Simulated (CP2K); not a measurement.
## Cu under changes of volume

One of the cells (11.436 Å³/atom); the others are scaled copies at fixed shape and fractional positions:

```
Cu
1.0
     2.53410    0.00000    0.00000
    -1.26705    2.19459    0.00000
     0.00000    0.00000    4.11257
Cu
2
Direct
  0.66667 0.33333 0.75000
  0.33333 0.66667 0.25000
```

This isn't the form of Cu at room conditions, which is fcc.

| Property | Result |
| --- | --- |
| Program | CP2K 2026.2 |
| Functional | PBE |
| Potentials or basis | POTENTIAL_UZH Cu GTH-PBE-q11; TZVP-MOLOPT-PBE-GTH basis |
| Density cutoff | 6123 eV |
| k mesh | 12 × 12 × 7 |
| Occupations | fermi-dirac, width 0.05 eV |
| Spin | no spin polarisation |

```tsv
volume (Å³/atom)	energy over the lowest point (meV/atom)	pressure (GPa)	largest force (eV/Å)
10.749	?	?	?
10.978	57.52	17.6	0.003
11.207	34.34	13.2	0.000
11.436	18.35	9.3	0.000
11.664	7.66	5.8	0.000
11.893	1.71	2.6	0.000
12.122	0.00	-0.1	0.000
```

Problem. What does the run at 10.749 Å³/atom give?

Solution. Energy over the lowest point 86.05 meV/atom; pressure 22.5 GPa; largest force 0.002 eV/Å.

Worked out: A Birch-Murnaghan fit of order 3 (a polynomial in V^(-2/3)) to the other rows has its minimum at 12.13 Å³/atom, just outside them, with B0 = V·E''(V) = 122 GPa (rough, since the energies scatter) at fixed shape and positions, which overstates the stiffness. It gives 88.40 meV/atom at 10.749 Å³/atom, against the run's 86.05, and -dE/dV = 24.7 GPa, against 22.5.

Energies are extrapolated to zero smearing.

Caveats: the basis of atomic orbitals isn't converged, which shifts pressures, moduli and gaps.
